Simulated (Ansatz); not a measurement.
Runs of Ansatz 0.2.0 on Pb. Symmetry: Im-3m, No. 229, cubic system. The conventional cell has a = 3.959 Å, b = 3.959 Å, c = 3.959 Å, α = 90.00°, β = 90.00°, γ = 90.00°. Around Pb (site symmetry m-3m) lie 8 Pb at 3.43 Å. This isn't the form of Pb at room conditions, which is fcc.

```tsv
task	level	spin	cell	k mesh	cutoff (eV)	smearing	points for each segment of the path	gap on the mesh (eV)	pressure (GPa)	relaxed volume (Å³/atom)
band structure	r2SCAN	off	as given	9 × 9 × 9	500	fermi-dirac 0.05 eV	14	none	(a)	-
single point	PBE	off	as given	9 × 9 × 9	420	gaussian 0.016 eV	-	none	0.7	-
relaxation of cell and atoms	BLYP	off	relaxed	9 × 9 × 9	420	fermi-dirac 0.05 eV	-	none	0.0	34.99
band structure	r2SCAN	SOC, no magnetisation	as given	7 × 7 × 7	500	fermi-dirac 0.05 eV	14	none	0.0	-
single point	PBE	off	as given	9 × 9 × 9	420	gaussian 0.022 eV	-	none	0.7	-
relaxation of cell and atoms	revPBE	off	relaxed	9 × 9 × 9	420	fermi-dirac 0.05 eV	-	none	0.0	32.58
relaxation of cell and atoms	PBE+D4	off	relaxed	9 × 9 × 9	420	fermi-dirac 0.05 eV	-	none	0.0	30.12
single point	PBE	off	as given	9 × 9 × 9	420	gaussian 0.018 eV	-	none	0.7	-
single point	PBE	off	as given	9 × 9 × 9	420	gaussian 0.015 eV	-	none	0.7	-
single point	PBE	off	as given	9 × 9 × 9	420	gaussian 0.026 eV	-	none	0.7	-
single point	PBE	off	as given	9 × 9 × 9	420	gaussian 0.024 eV	-	none	0.7	-
relaxation of cell and atoms	PBEsol+D3(BJ)	off	relaxed	9 × 9 × 9	420	fermi-dirac 0.05 eV	-	none	0.0	(b)
```

Alike in all rows: potentials or basis Ansatz PAW.

Q: Estimate the missing entries.

A: (a) -0.4; (b) 28.12.

Caveats: the PAW data sets come from PBE, with cores solved anew for the run's functional, which leaves a small shift of forces and pressure (some runs); the plane-wave basis is chosen anew once the cell has moved, so the energies of steps on either side of that aren't comparable (some runs); pairwise dispersion overbinds metals, which lowers pressure and volume (some runs); spin-orbit coupling is left out, which moves the levels of the heavy elements (some runs).

A k mesh can miss the band edges, and rows without SOC leave out spin-orbit coupling on Pb.

A gap of «none» marks a metal or a gap under the smearing width.
